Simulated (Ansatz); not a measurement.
Write the native input for Ansatz 0.2.0 that does the following.

* Task: band structure
* Functional: PBE-PBEsol
* Potentials or basis: all-electron LAPW, point nuclei
* Cutoff: 247 eV (chosen from the basis error)
* Basis error allowed: 0.0005 eV/atom
* k mesh: 9 × 9 × 9
* Occupations: cold, width 0.01 eV
* Spin: collinear spin, ferromagnetic start
* Starting moments: [0.5, 0.0] μB

Crystal: BeS.

```xyz
2
Lattice="0.0000 2.4250 2.4250 2.4250 0.0000 2.4250 2.4250 2.4250 0.0000" Properties=species:S:1:pos:R:3 pbc="T T T"
S     3.6375    3.6375    3.6375
Be    0.0000    0.0000    0.0000
```

One way to write it, as run:

input.yaml

```yaml
crystal:
  lattice:
    - [0.0, 2.425, 2.425]
    - [2.425, 0.0, 2.425]
    - [2.425, 2.425, 0.0]
  atoms:
    - { symbol: S, position: [0.75, 0.75, 0.75], spin: 0.5 }
    - { symbol: Be, position: [0.0, 0.0, 0.0] }
kpoints:
  mp_grid: { grid: [9, 9, 9] }
  band_path:
    path:
      - [0.0, 0.0, 0.0]
      - [0.5, 0.0, 0.5]
      - [0.5, 0.25, 0.75]
      - [0.375, 0.375, 0.75]
      - [0.0, 0.0, 0.0]
      - [0.5, 0.5, 0.5]
      - [0.625, 0.25, 0.625]
      - [0.5, 0.25, 0.75]
    npoints: 12
scf:
  occupations: { method: cold, width: 0.01 }
hamiltonian:
  xc: { exchange: pbe, correlation: pbesol }
  pseudopotentials:
    kind: all_electron
    lapw: { basis_error: 0.0005 }
    nuclear_model: point
magnetization:
  spin_polarized: true
output:
  forces: true
  stress: true
  eigenvalues: true
```

Potentials or basis: all-electron LAPW, point nuclei.

The run is started by

```sh
$ ansatz run input.yaml --threads 1 --pin off --max-ram 2560MiB --backend cpu --events-out ev --progress --plain --runs-dir out
```

It gave:

The pressure is 2.1 GPa. The band gap on the k mesh is 3.27 eV, indirect (least direct gap 5.68 eV). The band gap along the path is 3.18 eV, indirect (least direct gap 5.66 eV). The net moment is 0.00 μB per cell and the absolute moment is 0.00 μB per cell.

Caveat: the mesh misses the band edges, which the band path finds closer together; the starting moments weren't kept.

Wall time 35 s on 1 thread of Intel(R) Xeon(R) Platinum 8175M CPU @ 2.50GHz (Skylake/Cascade Lake), on a shared host, peak memory 0.34 GiB.
